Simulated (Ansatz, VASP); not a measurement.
## Two plane-wave programs on CsH

The input INCAR:

```
SYSTEM = CsH
ALGO = Normal
EDIFF = 1E-6
ENCUT = 520
GGA = CA
ISIF = 2
ISMEAR = 0
LASPH = .TRUE.
LCHARG = .FALSE.
LREAL = .FALSE.
LWAVE = .FALSE.
NBANDS = 12
NELM = 80
PREC = Accurate
SIGMA = 0.05
```

File KPOINTS:

```
k-points
0
G
  8 8 8
  0 0 0
```

File POSCAR:

```
CsH
1.0
    3.8184085400      0.0000000000      0.0000000000
    0.0000000000      3.8184085400      0.0000000000
    0.0000000000      0.0000000000      3.8184085400
Cs H
1 1
Direct
    0.0000000000      0.0000000000      0.0000000000
    0.5000000000      0.5000000000      0.6145765298
```

Input for Ansatz:

```yaml
crystal:
  lattice:
    - [3.81840854, 0.0, 0.0]
    - [0.0, 3.81840854, 0.0]
    - [0.0, 0.0, 3.81840854]
  atoms:
    - { symbol: Cs, position: [0.0, 0.0, 0.0] }
    - { symbol: H, position: [0.5, 0.5, 0.6145765298] }
basis:
  ecutwfc: 420
kpoints:
  mp_grid: { grid: [8, 8, 8] }
hamiltonian:
  xc: lda
scf:
  occupations: { method: gaussian, width: 0.05 }
output:
  forces: true
  stress: true
  eigenvalues: true
```

Change from the starting cell: all H atoms moved +0.438 Å, as atom 2 along Cartesian [0 0 1].

Alike in both runs: task single point; functional LDA; k mesh 8 × 8 × 8; occupations gaussian, width 0.05 eV; no spin polarisation.

|  | VASP | Ansatz |
| --- | --- | --- |
| version | VASP 6.6.1 | Ansatz 0.2.0 |
| potentials or method | VASP PAW LDA potentials, release 64 (Cs_sv, H) | scalar-relativistic, plane waves, PAW |
| plane-wave cutoff (eV) | 520 | 420 |
| valence electrons in the cell | 10 | 10 |

```csv
,VASP,Ansatz,Ansatz less VASP
gap on the k mesh at the Fermi level (eV),2.52,2.53,+0.011
least direct gap on the mesh (eV),2.52,2.53,+0.011
pressure (GPa),-1.4,-1.4,-0.07
largest component of the traceless stress (GPa),0.14,0.15,+0.008
rms of the force components (eV/Å),0.087,0.084,-0.0024
```

Atom by atom the forces differ by 0.002 eV/Å (rms over components).

Caveats: spin-orbit coupling is left out, which moves the levels of the heavy elements. A k mesh can miss the band edges.
